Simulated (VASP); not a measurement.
Wanted: the native input for a VASP 6.6.1 run.

```yaml
Task: single point
Functional: PBE
Potentials_or_basis: VASP PAW PBE potentials, release 64 (Si_GW)
Cutoff: 500 eV
k_mesh: 4 × 4 × 4
Occupations: gaussian, width 0.02 eV
Spin: no spin polarisation
Further_INCAR_settings: ALGO = Fast; EDIFF = 1e-06; NBANDS = 11
```

The structure of Si lies in POSCAR:

```
Si
1.0
   -2.3713723045      2.3713723045      1.3292653899
    2.3713723045     -2.3713723045      1.3292653899
    2.3713723045      2.3713723045     -1.3292653899
Si
2
Direct
    0.5000000000      0.5000000000      0.0000000000
    0.2500000000      0.7500000000      0.5000000000
```

This isn't the form of Si at room conditions, which is diamond.

These files were run (other wordings do the same):

INCAR

```
ALGO = Fast ; EDIFF = 1E-6
ENCUT = 500 ; GGA = PE
ISIF = 2 ; ISMEAR = 0
LASPH = T ; LCHARG = F
LREAL = F ; LWAVE = F
NBANDS = 11 ; NELM = 100
PREC = Accurate ; SIGMA = 0.02
```

KPOINTS

```
k-points
0
Gamma
  4 4 4
```

Potentials or basis: VASP PAW PBE potentials, release 64 (Si_GW).

Launch:

```sh
$ cat potpaw_PBE.64/Si_GW/POTCAR > POTCAR
$ mpirun -np 1 vasp_std > vasp.out
```

It gave:

```json
{"Pressure": "3.5 GPa", "Band gap on the k mesh": "none (metal or under the smearing width)"}
```

Caveat: the k mesh is coarse (spacing up to 0.68 Å⁻¹), so the values aren't converged.

It took 4.2 s on 1 thread of Intel(R) Xeon(R) 6975P-C (Granite Rapids), on a shared host, peak memory 0.14 GiB.
